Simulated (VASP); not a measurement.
# ZnS (P6_3mc) in VASP: a series of runs, part 2 of 2

VASP 6.6.1. Earlier steps stand in the parts before.

### 3 Single point, PBEsol

INCAR

```
  ALGO = Normal
  EDIFF = 1E-7
  ENCUT = 520
  GGA = PS
  ISIF = 2
  ISMEAR = 0
  LASPH = T
  LCHARG = F
  LREAL = F
  LWAVE = F
  NBANDS = 26
  NELM = 80
  PREC = Accurate
  SIGMA = 0.05
```

KPOINTS

```
k-points
0
Gamma
  9 9 6
```

POSCAR

```
ZnS
1.0
    3.7814465092      0.0000000000      0.0000000000
   -1.8907232546      3.2748287400      0.0000000000
    0.0000000000      0.0000000000      6.2087146531
Zn S
2 2
Direct
    0.3333333333      0.6666666667      0.0054424479
    0.6666666667      0.3333333333      0.5054424479
    0.3333333333      0.6666666667      0.3795575521
    0.6666666667      0.3333333333      0.8795575521
```

Potentials or basis: VASP PAW PBE potentials, release 64 (Zn, S).

Started as:

```
$ cat potpaw_PBE.64/Zn/POTCAR potpaw_PBE.64/S/POTCAR > POTCAR
$ mpirun -np 1 vasp_std > vasp.out
```

OUTCAR:

```text
EDIFF = 1E-7
   ENCUT = 520
   GGA = PS
   ISIF = 2
   ISMEAR = 0
   LASPH = T
   LREAL = F
   NELM = 80
   PREC = Accurate

 ion  position               nearest neighbor table
   1  0.333  0.667  0.005-   4 2.32   4 2.32   4 2.32   3 2.32
   2  0.667  0.333  0.505-   3 2.32   3 2.32   3 2.32   4 2.32
   3  0.333  0.667  0.380-   2 2.32   2 2.32   2 2.32   1 2.32
   4  0.667  0.333  0.880-   1 2.32   1 2.32   1 2.32   2 2.32

  LATTYP: Found a hexagonal cell.
 ALAT       =     3.7814465092
 C/A-ratio  =     1.6418887952

  Lattice vectors:

 A1 = (   3.7814465092,   0.0000000000,   0.0000000000)
 A2 = (  -1.8907232546,   3.2748287400,   0.0000000000)
 A3 = (   0.0000000000,   0.0000000000,   6.2087146531)

Analysis of symmetry for initial positions (statically):
=====================================================================
 Subroutine PRICEL returns:
 Original cell was already a primitive cell.

 Routine SETGRP: Setting up the symmetry group for a
 hexagonal supercell.

 Subroutine GETGRP returns: Found 12 space group operations
 (whereof  6 operations were pure point group operations)
 out of a pool of 24 trial point group operations.

The static configuration has the point symmetry C_3v.
 The point group associated with its full space group is C_6v.

Analysis of symmetry for dynamics (positions and initial velocities):
=====================================================================
 Subroutine PRICEL returns:
 Original cell was already a primitive cell.

 Routine SETGRP: Setting up the symmetry group for a
 hexagonal supercell.

 Subroutine GETGRP returns: Found 12 space group operations
 (whereof  6 operations were pure point group operations)
 out of a pool of 24 trial point group operations.

The dynamic configuration has the point symmetry C_3v.
[... 120 lines left out ...]
   EFERMI_NEDOS =   21; number of points for ismear=-14 and -15
   IALGO  =     38    algorithm
   IMIX   =      4    mixing-type and parameters
     AMIX     =   0.40;   BMIX     =  1.00
     AMIX_MAG =   1.60;   BMIX_MAG =  1.00
  volume/ion in A,a.u.               =      19.22       129.71
  Fermi-wavevector in a.u.,A,eV,Ry     =   1.271236  2.402288 21.987579  1.616041
  Thomas-Fermi vector in A             =   2.404180
   LORBIT       =      0    0 simple, 1 ext, 2 COOP (PROOUT), +10 PAW based schemes
   GGA     = PS    functional components
   LHFCALC =     F    Hartree Fock is set to
   AEXX    =    0.0000 exact exchange contribution
   IVDW    =     0    specifies the selected vdW correction
   LEPSILON=     F    determine dielectric tensor
   LRPA    =     F    only Hartree local field effects (RPA)
 non-spin polarized calculation
 Gauss-broadening in eV      SIGMA  =   0.05
  energy-cutoff  :      520.00
  volume of cell :       76.89
 maximum number of plane-waves:      2087
   NGX = 15   NGY = 15   NGZ = 23

 number of electron      36.0000003 magnetization

 Free energy of the ion-electron system (eV)
  ---------------------------------------------------
  ext. energy  EPLUGINS =         0.00000000
  ---------------------------------------------------
  free energy    TOTEN  =       -15.16730913 eV

  energy without entropy =      -15.16730913  energy(sigma->0) =      -15.16730913

 E-fermi :   2.5617     XC(G=0):  -9.9649

 val. band max:        2.2806412718   @ k =   0.0000   0.0000   0.0000
 cond. band min:       4.4419097006   @ k =   0.0000   0.0000   0.0000
 fundamental gap:      2.1612684288
 Fermi energy:         2.5617215450

 k-point     1 :       0.0000    0.0000    0.0000
  band No.  band energies     occupation
      1     -11.0889      2.00000
      2     -10.0925      2.00000
      3      -4.2093      2.00000
      4      -4.1926      2.00000
      5      -4.1926      2.00000
      6      -4.1069      2.00000
[... 685 lines left out ...]
     25      12.3135      0.00000
     26      12.3579      0.00000

 [... further k-points ...]

------------------------ aborting loop because EDIFF is reached ----------------------------------------

  FORCE on cell =-STRESS in cart. coord.  units (eV):
  Direction    XX          YY          ZZ          XY          YZ          ZX
  --------------------------------------------------------------------------------------
  -------------------------------------------------------------------------------------
  Total        0.1088416      0.1088416      0.0938078      0.0000000     -0.0000000      0.0000000
  in kB        2.2680752      2.2680752      1.9547944      0.0000000     -0.0000000      0.0000000
  external PRESSURE =       2.1636482 kB  Pullay stress =       0.0000000 kB

 VOLUME and BASIS-vectors are now :
 -----------------------------------------------------------------------------
  energy-cutoff  :      520.00
  volume of cell :       76.89
      direct lattice vectors                 reciprocal lattice vectors
     3.781446509  0.000000000  0.000000000     0.264449067  0.152679740  0.000000000
    -1.890723255  3.274828740  0.000000000     0.000000000  0.305359480  0.000000000
     0.000000000  0.000000000  6.208714653     0.000000000  0.000000000  0.161063933

 POSITION                                       TOTAL-FORCE (eV/Angst)
 -----------------------------------------------------------------------------------
     -0.00000      2.18322      0.03379         0.000000     -0.000000      0.000787
      1.89072      1.09161      3.13815        -0.000000      0.000000      0.000787
     -0.00000      2.18322      2.35656        -0.000000      0.000000     -0.000787
      1.89072      1.09161      5.46092         0.000000     -0.000000     -0.000787
 -----------------------------------------------------------------------------------
    total drift:                               -0.000000     -0.000000     -0.000338

  FREE ENERGIE OF THE ION-ELECTRON SYSTEM (eV)
  ---------------------------------------------------
  free  energy   TOTEN  =       -15.1673091255 eV

  energy  without entropy=      -15.1673091255  energy(sigma->0) =      -15.16730913
```

OSZICAR:

```text
N       E                     dE             d eps       ncg     rms          rms(c)
DAV:   1     0.246006978229E+03    0.24601E+03   -0.16994E+04  2496   0.168E+03
DAV:   2     0.893411255433E+01   -0.23707E+03   -0.22598E+03  2562   0.351E+02
DAV:   3    -0.153652023025E+02   -0.24299E+02   -0.24050E+02  2966   0.112E+02
DAV:   4    -0.159749430843E+02   -0.60974E+00   -0.60842E+00  2928   0.179E+01
DAV:   5    -0.159840923669E+02   -0.91493E-02   -0.91455E-02  2988   0.217E+00    0.993E+00
DAV:   6    -0.151789445388E+02    0.80515E+00   -0.17709E+00  3308   0.405E+01    0.760E+00
DAV:   7    -0.151773042316E+02    0.16403E-02   -0.12322E+00  2642   0.684E+00    0.329E+00
DAV:   8    -0.151675923005E+02    0.97119E-02   -0.30539E-02  3282   0.175E+00    0.861E-01
DAV:   9    -0.151671060026E+02    0.48630E-03   -0.10082E-02  3380   0.148E+00    0.219E-01
DAV:  10    -0.151671903430E+02   -0.84340E-04   -0.52393E-04  3034   0.313E-01    0.114E-01
DAV:  11    -0.151673086701E+02   -0.11833E-03   -0.18355E-04  2598   0.969E-02    0.446E-02
DAV:  12    -0.151673072970E+02    0.13730E-05   -0.10220E-05  3112   0.674E-02    0.931E-03
DAV:  13    -0.151673093366E+02   -0.20396E-05   -0.42969E-06  2602   0.118E-02    0.320E-03
DAV:  14    -0.151673091347E+02    0.20188E-06   -0.31113E-07  2854   0.639E-03    0.224E-03
DAV:  15    -0.151673091255E+02    0.91732E-08   -0.14955E-07  1442   0.250E-03
   1 F= -.15167309E+02 E0= -.15167309E+02  d E =-.218765E-17
```

stdout:

```text
POSCAR found type information on POSCAR ZnS
 POSCAR found :  2 types and       4 ions
 scaLAPACK will be used
 -----------------------------------------------------------------------------
|                                                                             |
|                                                                             |
|     You enforced a specific xc type in the INCAR file but a different       |
|     I HOPE YOU KNOW WHAT YOU ARE DOING!                                     |
|                                                                             |
 -----------------------------------------------------------------------------

 LDA part: xc-table for (Slater+PW92), standard interpolation
 POSCAR, INCAR and KPOINTS ok, starting setup
 FFT: planning ... GRIDC
 FFT: planning ... GRID_SOFT
 FFT: planning ... GRID
 WAVECAR not read
 entering main loop
```

Run time: 34 s. Hardware: 1 thread of Intel Xeon Platinum 8481C at 2.70GHz (Sapphire Rapids), shared host; peak memory 0.23 GiB.

What came out:

```yaml
Free_energy: -15.1673 eV
Pressure: 0.2 GPa
Band_gap_on_the_k_mesh: 2.16 eV
```

Caveat: the PAW data sets were made with another functional, which shifts forces and pressure a little.

### 4 Relaxation of cell and atoms, PBEsol

This run uses another cell than the first one, of 19.60 Å³/atom.

INCAR

```
PREC = Accurate
ENCUT = 600
EDIFF = 1E-7
ISMEAR = 0
SIGMA = 0.02
LREAL = F
LASPH = T
NELM = 100
ALGO = Normal
ISIF = 3
LWAVE = F
LCHARG = F
GGA = PS
IBRION = 2
NSW = 100
EDIFFG = -0.005
```

KPOINTS

```
Automatic mesh
0
Gamma
  9 9 6
```

POSCAR

```
ZnS
1.0
    3.8109987816      0.0000000000      0.0000000000
   -1.9054993908      3.3004217586      0.0000000000
    0.0000000000      0.0000000000      6.2340000000
Zn S
2 2
Direct
    0.3333333333      0.6666666667      0.0000000000
    0.6666666667      0.3333333333      0.5000000000
    0.3333333333      0.6666666667      0.3850000000
    0.6666666667      0.3333333333      0.8850000000
```

Started as:

```
$ cat potpaw_PBE.64/Zn/POTCAR potpaw_PBE.64/S/POTCAR > POTCAR
$ mpirun -np 1 vasp_std > vasp.out
```

Wall time 3.6 min (1 thread of Intel Xeon Platinum 8481C at 2.70GHz (Sapphire Rapids), shared host); peak memory 0.26 GiB.

Results (log left out):

* Free energy: -15.1680 eV
* Relaxed volume: 19.27 Å³/atom
* Relaxed cell: a = 3.785 Å, b = 3.785 Å, c = 6.213 Å, α = 90.00°, β = 90.00°, γ = 120.00°
* Space group after relaxing (to 0.1 Å): P6_3mc (No. 186)
* Energy gained by relaxing: 6.5 meV/atom
* Ionic steps: 9
* Pressure after relaxing: 0.0 GPa
* Band gap on the k mesh: 2.15 eV

The path:
| step | energy change (eV) | largest force (eV/Å) | pressure (GPa) | volume (Å³) |
| --- | --- | --- | --- | --- |
| 1 | 0.0000 | 0.3086 | -1.12 | 78.41 |
| 2 | -0.0199 | 0.1194 | 0.27 | 76.86 |
| 3 | -0.0200 | 0.1018 | 0.42 | 76.75 |
| 4 | -0.0232 | 0.0387 | 0.01 | 77.10 |
| 5 | -0.0240 | 0.0136 | -0.28 | 77.39 |
| 6 | -0.0258 | 0.0029 | -0.08 | 77.18 |
| 7 | -0.0258 | 0.0047 | -0.09 | 77.16 |
| 8 | -0.0258 | 0.0051 | -0.05 | 77.15 |
| 9 | -0.0258 | 0.0015 | 0.03 | 77.07 |

Final structure:
```xyz
4
Lattice="3.7847 0.0000 0.0000 -1.8924 3.2777 0.0000 0.0000 0.0000 6.2128" Properties=species:S:1:pos:R:3 pbc="T T T"
Zn    0.0000    2.1851    0.0339
Zn    1.8924    1.0926    3.1402
S     0.0000    2.1851    2.3581
S     1.8924    1.0926    5.4644
```

Levels at points of the mesh, in eV from the valence-band top:
| k point | band 15 | band 16 | band 17 | band 18 | band 19 | band 20 | band 21 | band 22 |
| --- | --- | --- | --- | --- | --- | --- | --- | --- |
| (0.00, 0.00, 0.00) | -0.93 | -0.09 | 0.00 | 0.00 | 2.15 | 3.03 | 6.21 | 6.21 |
| (0.00, 0.00, 0.50) | -0.49 | -0.49 | -0.49 | -0.49 | 3.50 | 3.50 | 6.67 | 6.67 |

Caveat: the PAW data sets were made with another functional, which shifts forces and pressure a little. As with any semilocal functional, this PBEsol gap is likely too small.

### 5 Overview

| task | cell | cutoff (eV) | smearing | gap on the mesh (eV) | pressure (GPa) |
| --- | --- | --- | --- | --- | --- |
| single point | a = 3.781, b = 3.781, c = 6.209 Å, angles 90.0, 90.0, 120.0°, 4 atoms, atomic positions A | 520 | gaussian 0.02 eV | 2.16 | 0.2 |
| single point | a = 3.781, b = 3.781, c = 6.209 Å, angles 90.0, 90.0, 120.0°, 4 atoms, atomic positions A | 520 | gaussian 0.05 eV | 2.16 | 0.2 |
| relaxation of cell and atoms | relaxed from a = 3.811, b = 3.811, c = 6.234 Å, angles 90.0, 90.0, 120.0°, 4 atoms, atomic positions B | 600 | gaussian 0.02 eV | 2.15 | 0.0 |

Alike in all rows: level PBEsol; potentials or basis VASP PAW PBE potentials, release 64 (Zn, S); no spin polarisation; k mesh 9 × 9 × 6.

Caveats: the PAW data sets were made with another functional, which shifts forces and pressure a little.

Absolute energies hang on the potentials; compare differences alone.

### 6 How close it comes

Step 2. Measured gap of ZnS: 3.911 eV (direct; 4 K; a printed reference work, monograph). This calculation gives 2.16 eV (-1.75 eV). The value is that of PBEsol, without temperature or zero-point motion. Semilocal functionals fall short of measured gaps as a rule.

Step 3. Measured gap of ZnS: 3.911 eV (direct; 4 K; a printed reference work, monograph). This calculation gives 2.16 eV (-1.75 eV). The value is that of PBEsol, without temperature or zero-point motion. Semilocal functionals fall short of measured gaps as a rule.
